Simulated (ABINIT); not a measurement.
Crystal: C.

```
C
1.0
     0.00000    1.78337    1.78337
     1.78337    0.00000    1.78337
     1.78337    1.78337    0.00000
C
2
Direct
  0.75000 0.75000 0.75000
  0.50000 0.50000 0.50000
```

This isn't the form of C at room conditions, which is graphite.

Program: ABINIT 10.8.3 (patched build). Alike in all runs: no spin polarisation; cell as given; smearing fermi-dirac 0.05 eV.

Question: Order these runs on this cell by their pressure, lowest first.
A. level r2SCAN; potentials or basis JTH PAW PBE v2.0; k mesh 5 × 5 × 5; cutoff (eV) 653; fine-grid cutoff 1251.72 eV; mesh quality coarse
B. level LDA; potentials or basis JTH PAW LDA v2.0; k mesh 8 × 8 × 8; cutoff (eV) 544; fine-grid cutoff 1088.46 eV; mesh quality not flagged
C. level LDA-VWN; potentials or basis PseudoDojo NC SR LDA v0.4.1 standard; k mesh 13 × 13 × 13; cutoff (eV) 1116; mesh quality not flagged
D. level OLYP; potentials or basis JTH PAW PBE v2.0; k mesh 13 × 13 × 13; cutoff (eV) 544; fine-grid cutoff 1088.46 eV; mesh quality not flagged
E. level HCTH407; potentials or basis JTH PAW PBE v2.0; k mesh 13 × 13 × 13; cutoff (eV) 544; fine-grid cutoff 1088.46 eV; mesh quality not flagged

Answer: B (-13.8 GPa), C (-11.4 GPa), E (-6.5 GPa), D (-2.7 GPa), A (1.2 GPa).

Caveats: some runs use coarse meshes; the atomic spheres overlap (some runs); the PAW data sets were made with another functional, which shifts forces and pressure a little (some runs).
